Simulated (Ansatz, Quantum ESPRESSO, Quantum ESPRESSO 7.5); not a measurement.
# Band offsets of the BAs/BeS(110) superlattice, 5 + 5 layers, a = 4.748 Å

How do the band edges meet in the BAs/BeS(110) superlattice, 5 + 5 layers, a = 4.748 Å?

Program: Quantum ESPRESSO 7.5. Level of theory: plane-wave DFT, LDA, GBRV ultrasoft pseudopotentials (cross-check by Ansatz 0.2.0 with PAW datasets). Results are calculated unless marked as measured.

## Step 1: The structure

The cell holds 20 atoms: 5 B, 5 As, 5 Be and 5 S. Cell: a = 4.748 Å, b = 3.357 Å, c = 16.787 Å, α = 90.0°, β = 90.0°, γ = 90.0°. Regions: BAs, 10 atoms (5 B and 5 As); BeS, 10 atoms (5 Be and 5 S). The structure's axis is c.

## Step 2: The superlattice in Ansatz, atoms held

The atoms stay on the ideal cubic sites, so that each half of the superlattice is the very crystal whose bulk edges are computed below.

File input.yaml:

```yaml
crystal:
  lattice:
    - [4.748, 0.0, 0.0]
    - [0.0, 3.3573429971, 0.0]
    - [0.0, 0.0, 16.7867149854]
  atoms:
    - { symbol: B, position: [0.0, 0.0, 0.0] }
    - { symbol: As, position: [0.25, 0.5, 0.0] }
    - { symbol: B, position: [0.5, 0.5, 0.1] }
    - { symbol: As, position: [0.75, 0.0, 0.1] }
    - { symbol: B, position: [0.0, 0.0, 0.2] }
    - { symbol: As, position: [0.25, 0.5, 0.2] }
    - { symbol: B, position: [0.5, 0.5, 0.3] }
    - { symbol: As, position: [0.75, 0.0, 0.3] }
    - { symbol: B, position: [0.0, 0.0, 0.4] }
    - { symbol: As, position: [0.25, 0.5, 0.4] }
    - { symbol: Be, position: [0.5, 0.5, 0.5] }
    - { symbol: S, position: [0.75, 0.0, 0.5] }
    - { symbol: Be, position: [0.0, 0.0, 0.6] }
    - { symbol: S, position: [0.25, 0.5, 0.6] }
    - { symbol: Be, position: [0.5, 0.5, 0.7] }
    - { symbol: S, position: [0.75, 0.0, 0.7] }
    - { symbol: Be, position: [0.0, 0.0, 0.8] }
    - { symbol: S, position: [0.25, 0.5, 0.8] }
    - { symbol: Be, position: [0.5, 0.5, 0.9] }
    - { symbol: S, position: [0.75, 0.0, 0.9] }
kpoints:
  mp_grid: { grid: [6, 8, 1] }
hamiltonian:
  xc: lda
scf:
  occupations: { method: fermi_dirac, width: 0.02 }
  convergence: { dr2_threshold: 1.0e-08 }
output:
  eigenvalues: true
  write_potential: true
  write_density: true
  volumetric_format: npy
checkpoint:
  write: relax.run
  compress: false
  write_wavefunctions: false
```

The run is started by

```
$ ansatz run input.yaml --threads 4 --pin off --max-ram 8192MiB --backend cpu --events-out ev --progress --plain --runs-dir out
```

Numbers of over 12 decimals in the logs are rounded to 6 here.

What it wrote:

```text
Engine: ansatz 0.2.0, aarch64-unknown-linux-gnu
Pseudopotentials: kind: paw
Pseudopotential: B, paw, valence charge 3, recommended cutoff 420 eV (normal), B.paw.azcp
Pseudopotential: As, paw, valence charge 15, recommended cutoff 420 eV (normal), As.paw.azcp
Pseudopotential: Be, paw, valence charge 2, recommended cutoff 420 eV (normal), Be.paw.azcp
Pseudopotential: S, paw, valence charge 6, recommended cutoff 420 eV (normal), S.paw.azcp
Functional definition: SPW92
  exchange = slater_x
  correlation = pw_c
Crystal: 20 atoms, lattice volume = 267.591 Å³
Basis set: ecut = 420 eV, 5249 PW (Γ)
Bands: 85, of which v1, the nominal top of the filled ones, is band 65 counted from 1 (64 counted from 0)
Symmetry: 4 space group operations
Space group: Pmm2 (ITA 25), of the structure as read, at distance tolerance 6.4e-5 Å
k-points: 20 of 48 (time reversal used)
Non-local potential: B, projectors of the file, l = 0: 2, l = 1: 2, l = 2: 1
Non-local potential: As, projectors of the file, l = 0: 2, l = 1: 2, l = 2: 3, l = 3: 1
Non-local potential: Be, projectors of the file, l = 0: 2, l = 1: 2, l = 2: 1
Non-local potential: S, projectors of the file, l = 0: 2, l = 1: 2, l = 2: 2
PAW form: soft (Blöchl's): semilocal exchange-correlation on the pseudo side does not see the compensation charge
PAW frozen core: B, regenerated for the run's functional, and the local potential with it (the file was generated under x = pbe(κ = 0.804, μ = 0.219515), c = pbe(β = 0.066725))
PAW frozen core: As, regenerated for the run's functional, and the local potential with it (the file was generated under x = pbe(κ = 0.804, μ = 0.219515), c = pbe(β = 0.066725))
PAW frozen core: Be, regenerated for the run's functional, and the local potential with it (the file was generated under x = pbe(κ = 0.804, μ = 0.219515), c = pbe(β = 0.066725))
PAW frozen core: S, regenerated for the run's functional, and the local potential with it (the file was generated under x = pbe(κ = 0.804, μ = 0.219515), c = pbe(β = 0.066725))
PAW one-centre angular grid: B, 110 points (default); XC on 64 Gauss nodes
PAW one-centre angular grid: As, 590 points (default); XC on 64 Gauss nodes
PAW one-centre angular grid: Be, 110 points (default); XC on 64 Gauss nodes
PAW one-centre angular grid: S, 110 points (default); XC on 64 Gauss nodes
Initial density: superposition of atomic densities (neutral atoms: chi_scale 0, normalization atom), corrected by the library's trained network
Initial wavefunctions: pseudopotential atomic-orbital guess
Functional: x = slater, c = lda
SCF iter   1: F=—  HF=-29416.411777 eV  |F-HF|=—  |Δ(HF+E_count)|=         —  Δρ=6.37e-3  dr2=4.41e-1  ethr=1.77e-3  ⟨swp⟩=6.8  Hψ=7378  notcnv=0  defer=105
preconditioner: auto → Resta (q_TF=auto, 2.419 Å⁻¹)  ε∞=4.5  [insulator: Δε(μ)=1.536 eV  Ē_g=10.858 eV  σ=0.020 eV  W_gap=1.00  n_scr=72 (ndim 8)  ℏωp=20.3 eV  f_vac=0.000  D(μ)=0.00/eV (n_scr^D=0)  ε∞_Penn≈4.5]
SCF iter   2: F=—  HF=-29416.331121 eV  |F-HF|=—  |Δ(HF+E_count)|=   8.07e-2  Δρ=3.30e-3  dr2=4.59e-2  ethr=3.40e-4  ⟨swp⟩=2.4  Hψ=2117  notcnv=0  defer=259
SCF iter   3: F=—  HF=-29416.317546 eV  |F-HF|=—  |Δ(HF+E_count)|=   1.36e-2  Δρ=1.17e-3  dr2=4.82e-3  ethr=3.53e-5  ⟨swp⟩=3.1  Hψ=2337  notcnv=0  defer=271
SCF iter   4: F=—  HF=-29416.316202 eV  |F-HF|=—  |Δ(HF+E_count)|=   1.34e-3  Δρ=2.88e-4  dr2=2.67e-4  ethr=3.71e-6  ⟨swp⟩=2.2  Hψ=2447  notcnv=0  defer=271
SCF iter   5: F=—  HF=-29416.316117 eV  |F-HF|=—  |Δ(HF+E_count)|=   8.47e-5  Δρ=9.41e-5  dr2=2.31e-5  ethr=2.06e-7  ⟨swp⟩=2.0  Hψ=2729  notcnv=0  defer=271
SCF iter   6: F=—  HF=-29416.316109 eV  |F-HF|=—  |Δ(HF+E_count)|=   8.39e-6  Δρ=3.48e-5  dr2=2.71e-6  ethr=1.78e-8  ⟨swp⟩=2.0  Hψ=2729  notcnv=0  defer=271
SCF iter   7: F=—  HF=-29416.316158 eV  |F-HF|=—  |Δ(HF+E_count)|=   4.95e-5  Δρ=6.57e-6  dr2=1.17e-7  ethr=2.09e-9  ⟨swp⟩=2.0  Hψ=2998  notcnv=0  defer=271
SCF iter   8: F=-29416.316158 eV  HF=-29416.316158 eV  |F-HF|=3.53e-9  |Δ(HF+E_count)|=   1.06e-8  Δρ=1.49e-6  dr2=7.47e-9  ethr=7.69e-12  ⟨swp⟩=11.4  Hψ=7808  notcnv=0
SCF 1 converged in 8 iterations: F = -29416.316158 eV  dr2 = 7.47e-9
  greatest PAW one-centre occupation: 0.999 electrons in one spin orbital (limit 2), on the As atom at site 3 (counted from 0), in its partial waves of l = 2
SCF converged after 8 iterations
Free energy (F): -29416.316158 eV
Harris-Foulkes:  -29416.316158 eV  (|F-HF|=3.53e-9)
Internal energy: -29416.316158 eV  (E = F + TS)
E sigma→0 (E₀):  -29416.316158 eV
Fermi energy:    9.884709 eV
--- Per-component energies (eV) ---
  E_band       = -1113.711678
  E_kinetic    = 1420.297681
  E_local      = -19345.250573  (includes V_loc(G=0)·N_el)
  E_nonlocal   = -3089.094351
  E_hartree    = 9985.428616
  E_xc         = -1142.396048
  E_vxc        = -1142.292578  (∫ρ·V_xc dr)
  E_paw        = -12258.756375  (= ΣΔE_a)
  E_vpaw       = 1071.769428  (= ΣTr[D̂ρ^β])
  E_aug_tail   = 0.000042  (compensation charges beyond the density's cutoff)
  E_ewald      = -4998.067894
  E_core_change = 11.522745  (= ΣΔE_core)
  E_smearing   = -0.000000  (= −TS)
  E_closure    = -0.000000  (closes the sum)
  Σ components = -29416.316158   (vs F -29416.316158, Δ=0.00e0)
--- Band table (eV; the first three rows and the last of 20) ---
  k-point 0: bands = [... 61 lower, 8.7239, 9.0524, 9.0769, 9.2971, 10.4726, 11.1062, 11.3733, 11.6872, ... 16 higher]
  k-point 1: bands = [... 61 lower, 7.7416, 8.1337, 8.5194, 8.9775, 10.8777, 11.7108, 12.1133, 12.3368, ... 16 higher]
  k-point 2: bands = [... 61 lower, 6.7402, 6.7964, 7.3765, 8.6206, 11.2197, 11.3474, 11.4352, 11.7041, ... 16 higher]
  k-point 19: bands = [... 61 lower, 6.8982, 7.2083, 7.4803, 7.7773, 11.8586, 12.7814, 12.9094, 13.1199, ... 16 higher]
```

Wall time 13 s (4 threads of Arm Neoverse V2, shared host); peak memory 1.1 GiB; 49 s of CPU time.

Numbers from this step:

| Quantity | Value |
| --- | --- |
| free energy | -29416.3162 eV |
| Fermi energy | 9.885 eV |
| gap by band count | 1.175 eV |
| symmetry operations | 4 |

## Step 3: Self-consistent run of bulk BAs

Each bulk is run alone at the common lattice constant, to place its band edges against its own mean potential.

Level of this step: plane-wave DFT, LDA, GBRV ultrasoft pseudopotentials (Quantum ESPRESSO 7.5).

System of this step: BAs, zinc blende at a = 4.748 Å. Symmetry: F-43m, No. 216, cubic system. The conventional cell has a = 4.748 Å, b = 4.748 Å, c = 4.748 Å, α = 90.00°, β = 90.00°, γ = 90.00°. Nearest to B lie 4 As at 2.06 Å. Nearest to As lie 4 B at 2.06 Å. Farther neighbours are not listed.

File a.in:

```
&control
  prefix = 'a'
  outdir = './out'
  pseudo_dir = './pseudo'
  calculation = 'scf'
  tprnfor = .true.
/
&system
  ibrav = 0
  nat = 4
  ntyp = 2
  ecutwfc = 40
  ecutrho = 200
  occupations = 'smearing'
  smearing = 'fd'
  degauss = 0.002
/
&electrons
  conv_thr = 1e-07
  mixing_beta = 0.5
  electron_maxstep = 120
/
ATOMIC_SPECIES
  B   10.8100  b_lda_v1.4.uspp.F.UPF
  As  74.9216  as_lda_v1.uspp.F.UPF
CELL_PARAMETERS angstrom
  4.74800000000000 0.00000000000000 0.00000000000000
  0.00000000000000 3.35734299707373 0.00000000000000
  0.00000000000000 0.00000000000000 3.35734299707373
ATOMIC_POSITIONS crystal
  B   0.000000000000 0.000000000000 0.000000000000
  As  0.250000000000 0.500000000000 0.000000000000
  B   0.500000000000 0.500000000000 0.500000000000
  As  0.750000000000 0.000000000000 0.500000000000
K_POINTS automatic
  6 8 8 0 0 0
```

The run is started by

```
$ OMP_NUM_THREADS=1 mpirun -n 4 pw.x -nk 4 -in a.in > a.out
```

What it wrote:

```text
Program PWSCF v.7.5 starts
[citation notice left out]

     Parallel version (MPI & OpenMP), running on       4 processor cores
     Number of MPI processes:                 4
     Threads/MPI process:                     1

     MPI processes distributed on     1 nodes
[...]
Current dimensions of program PWSCF are:
     Max number of different atomic species (ntypx) = 10
     Max number of k-points (npk) =  40000
     Max angular momentum in pseudopotentials (lmaxx) =  4
     Found identity + ( -0.5000 -0.5000 -0.5000) symmetry
     This is a supercell, fractional translations are disabled
     Message from routine setup:
     using ibrav=0 with symmetry is DISCOURAGED, use correct ibrav instead

     K-points division:     npool     =       4
     Subspace diagonalization in iterative solution of the eigenvalue problem:
     a serial algorithm will be used

     G-vector sticks info
     --------------------
     sticks:   dense  smooth     PW     G-vecs:    dense   smooth      PW
     Sum         901     729    235                17225    12401    2173

     Using Slab Decomposition

     bravais-lattice index     =            0
     lattice parameter (alat)  =       8.9724  a.u.
     unit-cell volume          =     361.1592 (a.u.)^3
     number of atoms/cell      =            4
     number of atomic types    =            2
     number of electrons       =        16.00
     number of Kohn-Sham states=           12
     kinetic-energy cutoff     =      40.0000  Ry
     charge density cutoff     =     200.0000  Ry
     scf convergence threshold =      1.0E-07
     mixing beta               =       0.5000
     number of iterations used =            8  plain     mixing
     Exchange-correlation= SLA  PZ   NOGX NOGC
                           (   1   1   0   0   0   0   0)

     celldm(1)=   8.972420  celldm(2)=   0.000000  celldm(3)=   0.000000
     celldm(4)=   0.000000  celldm(5)=   0.000000  celldm(6)=   0.000000

     crystal axes: (cart. coord. in units of alat)
               a(1) = (   1.000000   0.000000   0.000000 )
               a(2) = (   0.000000   0.707107   0.000000 )
               a(3) = (   0.000000   0.000000   0.707107 )

     reciprocal axes: (cart. coord. in units 2 pi/alat)
               b(1) = (  1.000000  0.000000  0.000000 )
               b(2) = (  0.000000  1.414214  0.000000 )
               b(3) = (  0.000000  0.000000  1.414214 )

     PseudoPot. # 1 for B  read from file:
     ./pseudo/b_lda_v1.4.uspp.F.UPF
     Pseudo is Ultrasoft + core correction, Zval =  3.0
     Generated by new atomic code, or converted to UPF format
     Using radial grid of  781 points,  4 beta functions with:
                l(1) =   0
                l(2) =   0
                l(3) =   1
                l(4) =   1
     Q(r) pseudized with  8 coefficients,  rinner =    1.100   1.100   1.100

     PseudoPot. # 2 for As read from file:
     ./pseudo/as_lda_v1.uspp.F.UPF
     Pseudo is Ultrasoft + core correction, Zval =  5.0
     Generated by new atomic code, or converted to UPF format
     Using radial grid of  875 points,  6 beta functions with:
                l(1) =   0
                l(2) =   0
                l(3) =   1
                l(4) =   1
                l(5) =   2
                l(6) =   2
     Q(r) pseudized with  8 coefficients,  rinner =    1.300   1.300   1.300
                                                       1.300   1.300

     atomic species   valence    mass     pseudopotential
     B                 3.00    10.81000     B ( 1.00)
     As                5.00    74.92160     As( 1.00)

      8 Sym. Ops. (no inversion) found

   Cartesian axes

     site n.     atom                  positions (alat units)
         1        B      tau(   1) = (   0.0000000   0.0000000   0.0000000  )
         2        As     tau(   2) = (   0.2500000   0.3535534   0.0000000  )
         3        B      tau(   3) = (   0.5000000   0.3535534   0.3535534  )
         4        As     tau(   4) = (   0.7500000   0.0000000   0.3535534  )

     number of k points=    60  Fermi-Dirac smearing, width (Ry)=  0.0020
                       cart. coord. in units 2pi/alat
        k(    1) = (   0.0000000   0.0000000   0.0000000), wk =   0.0052083
        k(    2) = (   0.0000000   0.0000000   0.1767767), wk =   0.0208333
        k(    3) = (   0.0000000   0.0000000   0.3535534), wk =   0.0208333
        k(    4) = (   0.0000000   0.0000000   0.5303301), wk =   0.0208333
        k(    5) = (   0.0000000   0.0000000  -0.7071068), wk =   0.0104167
        k(    6) = (   0.0000000   0.1767767   0.1767767), wk =   0.0208333
        k(    7) = (   0.0000000   0.1767767   0.3535534), wk =   0.0416667
        k(    8) = (   0.0000000   0.1767767   0.5303301), wk =   0.0416667
        k(    9) = (   0.0000000   0.1767767  -0.7071068), wk =   0.0208333
        k(   10) = (   0.0000000   0.3535534   0.3535534), wk =   0.0208333
[...]
k(   60) = (  -0.5000000  -0.7071068  -0.7071068), wk =   0.0052083

     Dense  grid:    17225 G-vectors     FFT dimensions: (  45,  30,  30)

     Smooth grid:    12401 G-vectors     FFT dimensions: (  40,  25,  25)

     Estimated max dynamical RAM per process >      31.07 MB

     Estimated total dynamical RAM >     111.67 MB

     Initial potential from superposition of free atoms

     starting charge      15.9991, renormalised to      16.0000
     Starting wfcs are   16 randomized atomic wfcs

     total cpu time spent up to now is        0.4 secs

     per-process dynamical memory:    22.2 Mb

     Self-consistent Calculation

     iteration #  1     ecut=    40.00 Ry     beta= 0.50
     Davidson diagonalization with overlap
     ethr =  1.00E-02,  avg # of iterations =  2.7

     total cpu time spent up to now is        0.8 secs

     total energy              =     -92.33031837 Ry
     estimated scf accuracy    <       0.30217325 Ry

     iteration #  2     ecut=    40.00 Ry     beta= 0.50
[...]
total energy              =     -92.38334685 Ry
     estimated scf accuracy    <       0.01737704 Ry

     iteration #  3     ecut=    40.00 Ry     beta= 0.50
[...]
total energy              =     -92.38405417 Ry
     estimated scf accuracy    <       0.00292945 Ry

     iteration #  4     ecut=    40.00 Ry     beta= 0.50
[...]
total energy              =     -92.38443877 Ry
     estimated scf accuracy    <       0.00014142 Ry

     iteration #  5     ecut=    40.00 Ry     beta= 0.50
[...]
total energy              =     -92.38449720 Ry
     estimated scf accuracy    <       0.00012308 Ry

     iteration #  6     ecut=    40.00 Ry     beta= 0.50
[...]
total energy              =     -92.38452970 Ry
     estimated scf accuracy    <       0.00000037 Ry

     iteration #  7     ecut=    40.00 Ry     beta= 0.50
[...]
total energy              =     -92.38453540 Ry
     estimated scf accuracy    <       0.00000016 Ry

     iteration #  8     ecut=    40.00 Ry     beta= 0.50
[...]
total energy              =     -92.38453471 Ry
     estimated scf accuracy    <       0.00000126 Ry

     iteration #  9     ecut=    40.00 Ry     beta= 0.50
[...]
End of self-consistent calculation

          k = 0.0000 0.0000 0.0000 (  1523 PWs)   bands (ev):

    -6.9464  -2.7295   0.0875   4.4698   4.4698   8.6158   8.6159   8.6159
     9.9285  10.0116  11.9073  11.9074

          k = 0.0000 0.0000 0.1768 (  1539 PWs)   bands (ev):

    -6.7731  -2.6933   0.2012   3.6031   4.6242   7.3757   7.8459   8.5034
    10.1296  11.3655  12.0938  12.1374

          k = 0.0000 0.0000 0.3536 (  1537 PWs)   bands (ev):

    -6.2609  -2.7599   0.4832   2.5203   5.0733   5.3426   6.3202   8.1295
    10.5953  12.5117  12.6488  13.4678

          k = 0.0000 0.0000 0.5303 (  1547 PWs)   bands (ev):

    -5.4399  -3.3513   0.9526   2.5336   3.4563   4.7572   5.7700   7.4676
    11.3164  12.6465  13.5584  14.4559

          k = 0.0000 0.0000-0.7071 (  1568 PWs)   bands (ev):

    -4.3934  -4.3934   1.9434   1.9435   3.4269   3.4269   6.6197   6.6197
    12.1392  12.1392  14.7931  14.7931

          k = 0.0000 0.1768 0.1768 (  1547 PWs)   bands (ev):

    -6.6002  -2.6468   0.3034   3.7058   3.8135   7.1931   7.4293   7.4294
    11.1725  11.4857  11.5451  13.4697

[...]
the Fermi energy is     9.1378 ev

!    total energy              =     -92.38453486 Ry
     estimated scf accuracy    <          2.1E-09 Ry
     smearing contrib. (-TS)   =      -0.00000000 Ry
     internal energy E=F+TS    =     -92.38453486 Ry

     The total energy is F=E-TS. E is the sum of the following terms:
     one-electron contribution =      13.59445268 Ry
     hartree contribution      =       2.46160465 Ry
     xc contribution           =     -68.33025475 Ry
     ewald contribution        =     -40.11033744 Ry

     convergence has been achieved in   9 iterations

     Forces acting on atoms (cartesian axes, Ry/au):

     atom    1 type  1   force =     0.00000000    0.00000000    0.00000000
     atom    2 type  2   force =     0.00000406    0.00000000    0.00000000
     atom    3 type  1   force =     0.00000000    0.00000000    0.00000000
     atom    4 type  2   force =    -0.00000406    0.00000000    0.00000000

     Total force =     0.000006     Total SCF correction =     0.000010
     SCF correction compared to forces is large: reduce conv_thr to get better values

[...]
=------------------------------------------------------------------------------=
   JOB DONE.
=------------------------------------------------------------------------------=
```

The job ended after 4.8 s (4 MPI ranks; peak memory 0.27 GiB; 19 s of CPU time).

Read from the output:

| Item | Value |
| --- | --- |
| free energy | -1256.9556 eV |
| Fermi energy | 9.138 eV |

The run needed 9 iterations to bring the estimated error under 1e-07 Ry.

(Continued in part 2 of 7.)

[Logs are printed without paths, hosts, clocks, repeated set-up lines and the standing remarks that a program may print on its own settings, such as how far it seeks lower states.]

[Hosts, paths, dates, database ids (printed as entryN), source tags and the programs' standing remarks are cut or masked in the printed files.]

[Maps of the electrostatic potential energy from Ansatz leave out the sawtooth potential of an applied field or a dipole correction, so their vacuum need not be flat; planar profiles and work functions include it.]
